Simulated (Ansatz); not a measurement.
## S: energy above lowest point and pressure against volume per atom

All results are calculated (Ansatz 0.2.0 development build). Equation of state of a cubic crystal from periodic Kohn-Sham density functional theory without spin; pressure corrected for the finite basis.

Cell of the first row (space group Fd-3m, No. 227):
```
CELL_PARAMETERS angstrom
0.00000 2.83710 2.83710
2.83710 0.00000 2.83710
2.83710 2.83710 0.00000
ATOMIC_POSITIONS crystal
S 0.00000 0.00000 0.00000
S 0.25000 0.25000 0.25000
```

Settings of every row: formula S; structure type diamond; functional PBE; spin treatment none; k mesh 11x11x11; occupation method fermi-dirac; occupation width 0.061225619 eV; wave cutoff 700 eV; datasets hard PAW; density cutoff ratio 4.

Limits: a cubic model structure, not a phase known at ambient conditions; modest k-mesh, values are not fully converged in k; the SCF threshold is loose for a stress in some rows.

```
row  volume per atom (Å³)  energy above lowest point (meV/atom)  pressure (GPa)
  1                22.837                                 12.79           2.989
  2                23.322                                     ?               ?
  3                23.808                                  1.25           0.879
  4                24.294                                     0          -0.042
  5                 24.78                                  1.42          -0.881
  6                25.266                                  5.27          -1.647
  7                25.752                                 11.34          -2.344
```

Question: what energy above lowest point and pressure should row 2 give?

Worked fit of energy above lowest point. Take u = (V_r/V)^(2/3) − 1 with V_r = 24.537 Å³ an atom, which is twice the finite (Eulerian) strain; such expansions in the strain, on which the Birch-Murnaghan equation of state is built, carry the rest volume and the bulk modulus. The shown rows have u = 0.04903, 0.02031, 0.00666, -0.00655, -0.01933, -0.03171. Least squares give energy above lowest point = 0.392 − 108.15 × u + 7432.6 × u² − 1415 × u³ meV/atom; a parabola predicts inner rows, each left out in turn, worse (root mean square 0.028 against 0.0013 meV/atom). All shown rows lie on it to the printed digit. Its lowest point lies at u = 0.0073, or V = 24.27 Å³ an atom, and the curvature there gives the bulk modulus at fixed shape and fractions, B = (4/9)(1 + u)² E″(u)/V = 44.1 GPa. The withheld row has u = 0.03444, so the fit gives 0.392 − 108.15 × (0.03444) + 7432.6 × (0.03444)² − 1415 × (0.03444)³ = 5.43 meV/atom.

The calculation gave 5.42 meV/atom. The fit lies 0.01 meV/atom (0.078 % of the column's range) above it, one unit of the last digit.

Worked fit of pressure. Take u = (V_r/V)^(2/3) − 1 with V_r = 24.537 Å³ an atom, which is twice the finite (Eulerian) strain; such expansions in the strain, on which the Birch-Murnaghan equation of state is built, carry the rest volume and the bulk modulus. The shown rows have u = 0.04903, 0.02031, 0.00666, -0.00655, -0.01933, -0.03171. Least squares give pressure = −0.4712 + 63.58 × u + 142.64 × u² GPa; a straight line predicts inner rows, each left out in turn, worse (root mean square 0.095 against 0.00058 GPa). The rows lie off it by 0.000, 0.000, -0.001, 0.001, 0.000, 0.000. The pressure vanishes at u = 0.0073, or V = 24.27 Å³ an atom, and there the bulk modulus at fixed shape and fractions is B = −V dP/dV = (2/3)(1 + u) dP/du = 44.1 GPa. The withheld row has u = 0.03444, so the fit gives −0.4712 + 63.58 × (0.03444) + 142.64 × (0.03444)² = 1.888 GPa.

The calculation gave 1.887 GPa. The fit lies 0.001 GPa (0.019 % of the column's range) above it, one unit of the last digit.
